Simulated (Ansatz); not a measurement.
# BAs: pressure and energy less free atoms against volume scale

Results calculated with Ansatz 0.2.0, not measured. Periodic Kohn-Sham DFT of a crystal at fixed atoms, scaled to volume_scale times the given cell; pressure positive in compression, energy less spherical unpolarised free atoms, largest_vzz the field gradient of largest size among the nuclei.

The cell before it is scaled or strained (space group Fm-3m, No. 225):
```
CELL_PARAMETERS angstrom
0.00000 2.30680 2.30680
2.30680 0.00000 2.30680
2.30680 2.30680 0.00000
ATOMIC_POSITIONS crystal
B 0.00000 0.00000 0.00000
As 0.50000 0.50000 0.50000
```

Settings of every row: method all-electron LAPW; functional PBE; relativity scalar; k mesh 14x14x14; filling fermi-dirac; smearing width 0.05 eV; basis error target 0.5 meV/atom; nucleus gaussian.

Atom start moment: 0 on all atoms.

Limits: the cell comes from a prototype or a list of computed structures and needn't be the stable phase.

```csv
row,volume scale,V (Å³/atom),pressure (GPa),energy less free atoms (eV/atom)
1,0.96,11.784,5.738,-4.8066
2,0.98,12.03,?,?
3,1,12.276,0.005,-4.8151
4,1.02,12.521,-2.445,-4.8131
5,1.04,12.766,-4.655,-4.8077
```

Question: what pressure and energy less free atoms should row 2 give?

Worked fit of pressure. Take u = (V_r/V)^(2/3) − 1 with V_r = 12.399 Å³ an atom, which is twice the finite (Eulerian) strain; such expansions in the strain, on which the Birch-Murnaghan equation of state is built, carry the rest volume and the bulk modulus. The shown rows have u = 0.0345, 0.00667, -0.00651, -0.01926. Least squares give pressure = −1.2562 + 185.872 × u + 488.57 × u² GPa; a straight line predicts inner rows, each left out in turn, worse (root mean square 0.22 against 0.00097 GPa). The rows lie off it by 0.000, 0.000, 0.001, 0.000. The pressure vanishes at u = 0.0066, or V = 12.28 Å³ an atom, and there the bulk modulus at fixed shape and fractions is B = −V dP/dV = (2/3)(1 + u) dP/du = 129 GPa. The withheld row has u = 0.02035, so the fit gives −1.2562 + 185.872 × (0.02035) + 488.57 × (0.02035)² = 2.729 GPa.

The calculation gave 2.723 GPa. The fit lies 0.006 GPa (0.058 % of the column's range) above it; its largest miss of a shown row is 0.001 GPa.

Worked fit of energy less free atoms. Take u = (V_r/V)^(2/3) − 1 with V_r = 12.399 Å³ an atom, which is twice the finite (Eulerian) strain; such expansions in the strain, on which the Birch-Murnaghan equation of state is built, carry the rest volume and the bulk modulus. The shown rows have u = 0.0345, 0.00667, -0.00651, -0.01926. Least squares give energy less free atoms = −4.81457 − 0.1469 × u + 10.949 × u² eV/atom; a straight line predicts inner rows, each left out in turn, worse (root mean square 0.0048 against 0.0001 eV/atom). All shown rows lie on it to the printed digit. Its lowest point lies at u = 0.0067, or V = 12.28 Å³ an atom, and the curvature there gives the bulk modulus at fixed shape and fractions, B = (4/9)(1 + u)² E″(u)/V = 129 GPa. The withheld row has u = 0.02035, so the fit gives −4.81457 − 0.1469 × (0.02035) + 10.949 × (0.02035)² = -4.8130 eV/atom.

The calculation gave -4.813 eV/atom. The fit meets it to the printed digit.
